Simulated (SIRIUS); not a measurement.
## InP under changes of volume

One of the cells (25.670 Å³/atom); the others are scaled copies at fixed shape and fractional positions:

```
In P
1.0
     0.00000    2.94991    2.94991
     2.94991    0.00000    2.94991
     2.94991    2.94991    0.00000
In P
1 1
Direct
  0.00000 0.00000 0.00000
  0.75000 0.75000 0.75000
```

* Program: SIRIUS 7.12.0
* Functional: PBE
* Potentials or basis: all-electron FP-LAPW
* Cutoff: 172 eV
* Basis: apw+lo standard
* k mesh: 8 × 8 × 8
* Occupations: fermi-dirac, width 0.05 eV
* Spin: no spin polarisation

```csv
volume (Å³/atom),energy over the lowest point (meV/atom),gap on the mesh (eV)
23.657,66.91,1.04
24.160,43.05,0.93
24.663,?,?
25.670,4.08,0.60
26.173,0.15,0.49
26.677,0.00,0.39
```

**Question.** What does the run at 24.663 Å³/atom give?

**Answer.** Energy over the lowest point 24.85 meV/atom; gap on the mesh 0.82 eV.

Worked out: A Birch-Murnaghan fit of order 3 (a polynomial in V^(-2/3)) to the other rows has its minimum at 26.44 Å³/atom with B0 = V·E''(V) = 59 GPa and B' = 4.7. It gives 25.02 meV/atom at 24.663 Å³/atom, against the run's 24.85. A straight line through the other rows of the gap, of slope -5.43 eV per unit of ln V (its deformation potential), gives 0.82 eV, against the run's 0.82.

Energies are extrapolated to zero smearing.

Caveats: spin-orbit coupling is left out, which moves the levels of the heavy elements.
